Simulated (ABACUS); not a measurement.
# HfN (Fm-3m) in ABACUS: a series of runs

Aim: see how the results for HfN move with the level of theory and the settings. Levels: HSE-type (share 0.25, screening 0.11/bohr), HSE-type (share 0.4, screening 0.11/bohr), PBE. Tasks: single point.

Program: ABACUS 3.10.1. These are calculated values, not measurements. Logs are shortened: lines on timing, memory, paths and dates and some standing lists are left out, and cuts for length are marked.

### 1 The structure

The structure is cubic, space group Fm-3m (No. 225). Conventional cell: a = 4.512 Å, b = 4.512 Å, c = 4.512 Å, α = 90.00°, β = 90.00°, γ = 90.00°. Around Hf (site symmetry m-3m) lie 6 N at 2.26 Å. N (site symmetry m-3m) is surrounded by 6 Hf at 2.26 Å.

### 2 Single point, HSE-type (share 0.25, screening 0.11/bohr)

Input file INPUT:

```
INPUT_PARAMETERS
suffix              HfN
calculation         scf
basis_type          lcao
pseudo_dir          ./
orbital_dir         ./
symmetry            1
dft_functional      hse
ecutwfc             100
pseudo_rcut         7
nspin               1
nbands              20
ks_solver           genelpa
smearing_method     fd
smearing_sigma      0.00367493
scf_thr             1e-07
scf_nmax            100
mixing_type         broyden
mixing_beta         0.7
exx_hybrid_alpha    0.25
exx_hse_omega       0.11
exx_separate_loop   1
scf_ene_thr         1e-05
exx_pca_threshold   0.001
out_mul             1
```

Input file STRU:

```
ATOMIC_SPECIES
Hf 178.4900 Hf_ONCV_PBE-1.2.upf
N 14.0070 N_ONCV_PBE-1.2.upf

NUMERICAL_ORBITAL
Hf_confined-atom_8au_3s2p2d2f.orb
N_confined-atom_6au_2s2p1d.orb

LATTICE_CONSTANT
1.8897261246

LATTICE_VECTORS
0.0000000000 2.2560000000 2.2560000000
2.2560000000 0.0000000000 2.2560000000
2.2560000000 2.2560000000 0.0000000000

ATOMIC_POSITIONS
Direct

Hf
0.0
1
0.0000000000 0.0000000000 0.0000000000 1 1 1

N
0.0
1
0.5000000000 0.5000000000 0.5000000000 1 1 1
```

Input file KPT:

```
K_POINTS
0
Gamma
4 4 4 0 0 0
```

Potentials or basis: SG15 ONCV 1.2 PBE, DZP LCAO (the cutoffs set its grid).

On the command line:

```
$ OMP_NUM_THREADS=8 abacus > log
```

running log:

```text
ABACUS v3.10.1

               Atomic-orbital Based Ab-initio Computation at UStc

 ------------------------------------------------------------------------------------

 READING GENERAL INFORMATION
                           global_out_dir = OUT.HfN/
                           global_in_card = INPUT
                               pseudo_dir = ./
                              orbital_dir = ./
                                    DSIZE = 1
                                    GSIZE = 1

 READING UNITCELL INFORMATION
                                    ntype = 2
                  lattice constant (Bohr) = 1.88973
              lattice constant (Angstrom) = 1

 READING ATOM TYPE 1
                               atom label = Hf
                      L=0, number of zeta = 3
                      L=1, number of zeta = 2
                      L=2, number of zeta = 2
                      L=3, number of zeta = 2
             number of atom for this type = 1

 READING ATOM TYPE 2
                               atom label = N
                      L=0, number of zeta = 2
                      L=1, number of zeta = 2
                      L=2, number of zeta = 1
             number of atom for this type = 1

                        TOTAL ATOM NUMBER = 2
DIRECT COORDINATES
    atom                   x                   y                   z     mag                  vx                  vy                  vz
taud_Hf1            0.0000000000        0.0000000000        0.0000000000  0.0000        0.0000000000        0.0000000000        0.0000000000
taud_N1            0.5000000000        0.5000000000        0.5000000000  0.0000        0.0000000000        0.0000000000        0.0000000000

                          Volume (Bohr^3) = 154.969
                             Volume (A^3) = 22.964

 Lattice vectors: (Cartesian coordinate: in unit of a_0)
                   +0              +2.256              +2.256
               +2.256                  +0              +2.256
               +2.256              +2.256                  +0
 Reciprocal vectors: (Cartesian coordinate: in unit of 2 pi/a_0)
            -0.221631           +0.221631           +0.221631
            +0.221631           -0.221631           +0.221631
            +0.221631           +0.221631           -0.221631
 The esolver type has been set to : ksdft_lcao

                PAO radial cut off (Bohr) = 7

 Read in pseudopotential file is Hf_ONCV_PBE-1.2.upf
                     pseudopotential type = NC
          exchange-correlation functional = PBE
                 nonlocal core correction = 0
                        valence electrons = 26
                                     lmax = 3
                           number of zeta = 0
                     number of projectors = 8
                           L of projector = 0
                           L of projector = 0
                           L of projector = 1
                           L of projector = 1
                           L of projector = 2
                           L of projector = 2
                           L of projector = 3
                           L of projector = 3
 XC functional updated to : hse
          exchange-correlation functional = HSE
                PAO radial cut off (Bohr) = 7

 Read in pseudopotential file is N_ONCV_PBE-1.2.upf
                     pseudopotential type = NC
          exchange-correlation functional = PBE
                 nonlocal core correction = 0
                        valence electrons = 5
                                     lmax = 1
                           number of zeta = 0
                     number of projectors = 4
                           L of projector = 0
                           L of projector = 0
                           L of projector = 1
                           L of projector = 1
 XC functional updated to : hse
          exchange-correlation functional = HSE
     initial pseudo atomic orbital number = 0

 SETUP THE ELECTRONS NUMBER
            electron number of element Hf = 26
[... 40 lines left out ...]
       2  0.25000000  0.25000000  0.25000000  0.1250       1
       3  0.50000000  0.50000000  0.50000000  0.0625       2
       4  0.25000000  0.25000000  0.00000000  0.0938       5
       5  0.50000000  0.50000000  0.25000000  0.3750       6
       6  0.50000000  0.25000000  0.25000000  0.1875       7
       7  0.50000000  0.50000000  0.00000000  0.0469      10
       8  0.50000000  0.25000000 -0.25000000  0.0938      27

                               nkstot now = 8
[... K-POINTS DIRECT COORDINATES: 8 rows ...]

           k-point number in this process = 8
       minimum distributed K point number = 8
[... stars of the k points ...]

[... K-POINTS CARTESIAN COORDINATES: 8 rows ...]

[... K-POINTS DIRECT COORDINATES: 8 rows ...]

 SETUP PLANE WAVES FOR WAVE FUNCTIONS
     energy cutoff for wavefunc (unit:Ry) = 100
              fft grid for wave functions = [ 40, 40, 40 ]
                    number of plane waves = 3287
                         number of sticks = 295

 PARALLEL PW FOR WAVE FUNCTIONS
     PROC   COLUMNS(POT)             PW
        1            295           3287
 --------------- sum -------------------
        1            295           3287

 SET NONLOCAL PSEUDOPOTENTIAL PROJECTORS
 SET NONLOCAL PSEUDOPOTENTIAL PROJECTORS
 max number of nonlocal projetors among all species is 8

 Auxiliary basis functions
		Hf		6 s		5 p		6 d		4 f		5 g		3 h		3 i
		N		4 s		3 p		3 d		2 f		1 g

 -------------------------------------------
 SELF-CONSISTENT
 -------------------------------------------

 SETUP SEARCHING RADIUS FOR PROGRAM TO SEARCH ADJACENT ATOMS
                  longest orb rcut (Bohr) = 8
   longest nonlocal projector rcut (Bohr) = 3.06
                     search radius (Bohr) = 22.1
              searching radius is (Bohr)) = 22.1
         searching radius unit is (Bohr)) = 1.89
                         PeriodicBoundary = 1
                        Radius(unit:lat0) = 11.7
                                   glayer = [ 6, 6, 6 ]
                             glayer_minus = [ 5, 5, 5 ]

Find the coordinate range of the input atom(unit:lat0).
                                  min_tau = [ -22.6, -22.6, -22.6 ]
                                  max_tau = [ 24.8, 24.8, 24.8 ]
                                BoxNumber = [ 11, 11, 11 ]

 SETUP EXTENDED REAL SPACE GRID FOR GRID INTEGRATION
                          real space grid = [ 40, 40, 40 ]
                 big cell numbers in grid = [ 10, 10, 10 ]
             meshcell numbers in big cell = [ 4, 4, 4 ]
                        extended fft grid = [ 17, 17, 17 ]
                dimension of extened grid = [ 45, 45, 45 ]
                            UnitCellTotal = 125
              Atom number in sub-FFT-grid = 2
    Local orbitals number in sub-FFT-grid = 46
                                ParaV.nnr = 401928
                                 init_chg = atomic

 LCAO ALGORITHM --------------- ION=   1  ELEC=   1--------------------------------
 DeltaE_womix = -6286.82 eV

 Density error is 0.0752018582087
----------------------------------------------------------
     Energy           Rydberg                 eV
----------------------------------------------------------
 E_KohnSham     -467.2807846082      -6357.6812365821
 E_Harris       -473.5512879113      -6442.9958108324
 E_Fermi        2.0339424829         27.6732071716
----------------------------------------------------------
[... 601 lines left out ...]
----------------------------------------------------------
 E_KohnSham     -466.2115587896      -6343.1336730000
 E_KS(sigma->0) -466.2113006865      -6343.1301613274
 E_Harris       -466.2115498390      -6343.1335512218
 E_band         19.1127696495        260.0425717941
 E_one_elec     -106.8160985891      -1453.3075789419
 E_Hartree      93.1547657397        1267.4356099155
 E_xc           -34.4825343133       -469.1589481412
 E_Ewald        -410.1731919598      -5580.6925775016
 E_entropy(-TS) -0.0005162062        -0.0070233452
 E_descf        0.0000000000         0.0000000000
 E_exx          -7.8939834609        -107.4031549857
 E_Fermi        1.9991429453         27.1997351720
----------------------------------------------------------

 charge density convergence is achieved
 final etot is -6343.133673 eV
 EFERMI = 27.199735172 eV

 STATE ENERGY(eV) AND OCCUPATIONS    NSPIN == 1
 1/8 kpoint (Cartesian) = 0.0000 0.0000 0.0000 (2685 pws)
       1       -39.0568      0.0312500
       2       -6.15313      0.0312500
       3       -6.15313      0.0312500
       4       -6.15313      0.0312500
       5        8.12916      0.0312500
       6        14.4882      0.0312500
[... 122 lines left out ...]
      19        32.5811    6.78720e-48
      20        36.7554    3.75346e-84

[... levels at 2 further k points ...]

 --------------------------------------------
 !FINAL_ETOT_IS -6343.133673000011 eV
 --------------------------------------------
```

Wall time 4.7 min (8 threads of Intel Xeon 6975P-C (Granite Rapids), shared host); peak memory 11 GiB.

What came out:

```
Free energy            : -6343.1337 eV
Band gap on the k mesh : none (metal or under the smearing width)
Mulliken charges       : Hf +1.07; N -1.07 e
```

Levels at points of the mesh, in eV from the Fermi level:
```tsv
k point	band 11	band 12	band 13	band 14	band 15	band 16	band 17	band 18	band 19	band 20
(0.00, 0.00, 0.00)	-12.51	-12.51	-2.81	-2.81	-2.81	0.22	0.22	0.22	2.58	2.58
(0.50, 0.50, 0.50)	-12.51	-12.39	-9.46	-6.65	-6.65	4.26	4.44	4.44	6.00	10.01
(0.50, 0.50, 0.00)	-12.57	-12.57	-5.77	-3.83	-3.68	-3.68	4.73	6.24	6.24	6.71
```

Caveat: the k mesh is coarse (spacing up to 0.60 Å⁻¹), so the values aren't converged, least of all with exact exchange; the atomic orbitals were generated for these runs and aren't a published set; gaps of hybrids in this basis differ from plane-wave ones by up to 0.1 eV; Mulliken charges move with the basis; the potentials were made for another functional, which shifts forces and pressure; the basis of atomic orbitals isn't converged, which shifts pressures, moduli and gaps. Spin-orbit coupling is left out, which matters for the levels of Hf.

### 3 Single point, HSE-type (share 0.4, screening 0.11/bohr)

Changes to INPUT since step 2:

```diff
@@ -19,3 +19,3 @@
 mixing_beta         0.7
-exx_hybrid_alpha    0.25
+exx_hybrid_alpha    0.4
 exx_hse_omega       0.11
```

STRU is that of step 2.

KPT is that of step 2.

Potentials or basis: SG15 ONCV 1.2 PBE, DZP LCAO (the cutoffs set its grid).

On the command line:

```
$ OMP_NUM_THREADS=8 abacus > log
```

Wall time 32 min (8 threads of Intel Xeon 6975P-C (Granite Rapids), shared host); peak memory 11 GiB.

The run converged, but a check on its numbers failed (symmetry, net force, bounds or a known fault of this set-up), so they aren't taken as properties of the crystal.

Caveat: the k mesh is coarse (spacing up to 0.60 Å⁻¹), so the values aren't converged, least of all with exact exchange; the atomic orbitals were generated for these runs and aren't a published set; gaps of hybrids in this basis differ from plane-wave ones by up to 0.1 eV; Mulliken charges move with the basis; the potentials were made for another functional, which shifts forces and pressure; the basis of atomic orbitals isn't converged, which shifts pressures, moduli and gaps.

### 4 Single point, PBE

Input file run_abacus.py:

```python
"""ABACUS run from a structure file: ASE reads it, the script writes STRU, KPT and INPUT."""
import re
import subprocess
import spglib
from ase import Atoms
from ase.io import read
from ase.units import Bohr

atoms = read("HfN.cif")
cell, frac, numbers = spglib.standardize_cell((atoms.cell[:], atoms.get_scaled_positions(), atoms.numbers), to_primitive=True, symprec=1e-4)
atoms = Atoms(numbers=numbers, cell=cell, scaled_positions=frac, pbc=True)  # the primitive cell
atoms = atoms[(-atoms.numbers).argsort(kind="stable")]  # ABACUS lists atoms element by element
pseudo = {'Hf': '72_Hf_12_2.3_3.0_pbe_n_v1.0.upf', 'N': '07_N_5_1.2_1.4_pbe_n_v1.0.upf'}
orbital = {'Hf': 'Hf_confined-atom_8au_3s2p2d1f.orb', 'N': 'N_confined-atom_6au_2s2p1d.orb'}
magmoms = None
kmesh = [9, 9, 9]
params = {
    'suffix': 'HfN',
    'calculation': 'scf',
    'basis_type': 'lcao',
    'pseudo_dir': './',
    'orbital_dir': './',
    'symmetry': 1,
    'dft_functional': 'pbe',
    'ecutwfc': 100,
    'pseudo_rcut': 7,
    'nspin': 1,
    'nbands': 19,
    'ks_solver': 'genelpa',
    'smearing_method': 'fd',
    'smearing_sigma': 0.00367493,
    'scf_thr': 1e-07,
    'scf_nmax': 100,
    'mixing_type': 'broyden',
    'mixing_beta': 0.7,
    'cal_force': 1,
    'cal_stress': 1,
    'out_mul': 1,
    'out_chg': 1,
}

symbols = atoms.get_chemical_symbols()
elements = list(dict.fromkeys(symbols))
lines = ["ATOMIC_SPECIES"] + [f"{e} {atoms.get_masses()[symbols.index(e)]:.4f} {pseudo[e]}" for e in elements]
if orbital:
    lines += ["", "NUMERICAL_ORBITAL"] + [orbital[e] for e in elements]
lines += ["", "LATTICE_CONSTANT", f"{1 / Bohr:.10f}", "", "LATTICE_VECTORS"]
lines += [" ".join(f"{x:.10f}" for x in v) for v in atoms.cell]
lines += ["", "ATOMIC_POSITIONS", "Direct"]
for e in elements:
    lines += ["", e, "0.0", str(symbols.count(e))]
    for i, p in enumerate(atoms.get_scaled_positions(wrap=False)):
        if symbols[i] == e:
            mag = "" if magmoms is None else " mag " + " ".join(str(x) for x in (magmoms[i] if isinstance(magmoms[i], list) else [magmoms[i]]))
            lines.append(" ".join(f"{x:.10f}" for x in p) + " 1 1 1" + mag)
open("STRU", "w").write("\n".join(lines) + "\n")
open("KPT", "w").write("K_POINTS\n0\nGamma\n%d %d %d 0 0 0\n" % tuple(kmesh))
open("INPUT", "w").write("INPUT_PARAMETERS\n" + "".join(f"{k:<20s}{v}\n" for k, v in params.items()))

done = subprocess.run(['mpirun', '-np', '4', 'abacus'])
if done.returncode:
    raise SystemExit(done.returncode)
log = open("OUT.HfN/running_scf.log").read()
print("final energy (eV):", re.findall(r"FINAL_ETOT_IS (\S+)", log))
```

Input file HfN.cif:

```cif
data_HfN
_cell_length_a 4.51200000
_cell_length_b 4.51200000
_cell_length_c 4.51200000
_cell_angle_alpha 90.00000000
_cell_angle_beta 90.00000000
_cell_angle_gamma 90.00000000
_space_group_name_H-M_alt 'Fm-3m'
_space_group_name_Hall '-F 4 2 3'
_space_group_IT_number 225
loop_
_space_group_symop_operation_xyz
'x,y,z'
'-x,-y,-z'
'-y,x,z'
'y,-x,-z'
'-x,-y,z'
'x,y,-z'
'y,-x,z'
'-y,x,-z'
'x,-y,-z'
'-x,y,z'
'-y,-x,-z'
'y,x,z'
'-x,y,-z'
'x,-y,z'
'y,x,-z'
'-y,-x,z'
'z,x,y'
'-z,-x,-y'
'z,-y,x'
'-z,y,-x'
'z,-x,-y'
'-z,x,y'
'z,y,-x'
'-z,-y,x'
'-z,x,-y'
'z,-x,y'
'-z,-y,-x'
'z,y,x'
'-z,-x,y'
'z,x,-y'
'-z,y,x'
'z,-y,-x'
'y,z,x'
'-y,-z,-x'
'x,z,-y'
'-x,-z,y'
'-y,z,-x'
'y,-z,x'
'-x,z,y'
'x,-z,-y'
'-y,-z,x'
'y,z,-x'
'-x,-z,-y'
'x,z,y'
'y,-z,-x'
'-y,z,x'
'x,-z,y'
'-x,z,-y'
'x,y+1/2,z+1/2'
'-x,-y+1/2,-z+1/2'
'-y,x+1/2,z+1/2'
'y,-x+1/2,-z+1/2'
[... 63 lines left out ...]
'-z+1/2,y,-x+1/2'
'z+1/2,-x,-y+1/2'
'-z+1/2,x,y+1/2'
'z+1/2,y,-x+1/2'
'-z+1/2,-y,x+1/2'
'-z+1/2,x,-y+1/2'
'z+1/2,-x,y+1/2'
'-z+1/2,-y,-x+1/2'
'z+1/2,y,x+1/2'
'-z+1/2,-x,y+1/2'
'z+1/2,x,-y+1/2'
'-z+1/2,y,x+1/2'
'z+1/2,-y,-x+1/2'
'y+1/2,z,x+1/2'
'-y+1/2,-z,-x+1/2'
'x+1/2,z,-y+1/2'
'-x+1/2,-z,y+1/2'
'-y+1/2,z,-x+1/2'
'y+1/2,-z,x+1/2'
'-x+1/2,z,y+1/2'
'x+1/2,-z,-y+1/2'
'-y+1/2,-z,x+1/2'
'y+1/2,z,-x+1/2'
'-x+1/2,-z,-y+1/2'
'x+1/2,z,y+1/2'
'y+1/2,-z,-x+1/2'
'-y+1/2,z,x+1/2'
'x+1/2,-z,y+1/2'
'-x+1/2,z,-y+1/2'
'x+1/2,y+1/2,z'
'-x+1/2,-y+1/2,-z'
'-y+1/2,x+1/2,z'
'y+1/2,-x+1/2,-z'
'-x+1/2,-y+1/2,z'
'x+1/2,y+1/2,-z'
'y+1/2,-x+1/2,z'
'-y+1/2,x+1/2,-z'
'x+1/2,-y+1/2,-z'
'-x+1/2,y+1/2,z'
'-y+1/2,-x+1/2,-z'
'y+1/2,x+1/2,z'
'-x+1/2,y+1/2,-z'
'x+1/2,-y+1/2,z'
'y+1/2,x+1/2,-z'
'-y+1/2,-x+1/2,z'
'z+1/2,x+1/2,y'
'-z+1/2,-x+1/2,-y'
'z+1/2,-y+1/2,x'
'-z+1/2,y+1/2,-x'
'z+1/2,-x+1/2,-y'
'-z+1/2,x+1/2,y'
'z+1/2,y+1/2,-x'
'-z+1/2,-y+1/2,x'
'-z+1/2,x+1/2,-y'
'z+1/2,-x+1/2,y'
'-z+1/2,-y+1/2,-x'
'z+1/2,y+1/2,x'
'-z+1/2,-x+1/2,y'
'z+1/2,x+1/2,-y'
'-z+1/2,y+1/2,x'
'z+1/2,-y+1/2,-x'
'y+1/2,z+1/2,x'
'-y+1/2,-z+1/2,-x'
'x+1/2,z+1/2,-y'
'-x+1/2,-z+1/2,y'
'-y+1/2,z+1/2,-x'
'y+1/2,-z+1/2,x'
'-x+1/2,z+1/2,y'
'x+1/2,-z+1/2,-y'
'-y+1/2,-z+1/2,x'
'y+1/2,z+1/2,-x'
'-x+1/2,-z+1/2,-y'
'x+1/2,z+1/2,y'
'y+1/2,-z+1/2,-x'
'-y+1/2,z+1/2,x'
'x+1/2,-z+1/2,y'
'-x+1/2,z+1/2,-y'
loop_
_atom_site_label
_atom_site_type_symbol
_atom_site_symmetry_multiplicity
_atom_site_Wyckoff_symbol
_atom_site_fract_x
_atom_site_fract_y
_atom_site_fract_z
_atom_site_occupancy
Hf1 Hf 4 a 0.0000000000 0.0000000000 0.0000000000 1
N1 N 4 b 0.5000000000 0.0000000000 0.0000000000 1
```

Potentials or basis: SPMS ONCV 1.0 PBE, DZP LCAO (the cutoffs set its grid).

On the command line:

```
$ OMP_NUM_THREADS=1 python run_abacus.py > log
```

It took 5.6 s on 4 MPI ranks of Intel Xeon 6975P-C (Granite Rapids), shared host; peak memory 0.48 GiB.

It converged, with:

- Free energy: -1822.3233 eV
- Pressure: 6.1 GPa
- Band gap on the k mesh: none (metal or under the smearing width)
- Mulliken charges: Hf +0.80; N -0.80 e

Levels at points of the mesh, in eV from the Fermi level:
```
           k point  band 5  band 6  band 7  band 8  band 9  band 10  band 11  band 12  band 13  band 14
(0.00, 0.00, 0.00)  -17.51   -3.02   -3.02   -3.02   -0.35    -0.35    -0.35     1.98     1.98     1.99
```

Caveat: the atomic orbitals were generated for these runs and aren't a published set; Mulliken charges move with the basis; the basis of atomic orbitals isn't converged, which shifts pressures, moduli and gaps. The run has no spin-orbit coupling, so splittings on Hf are missing.
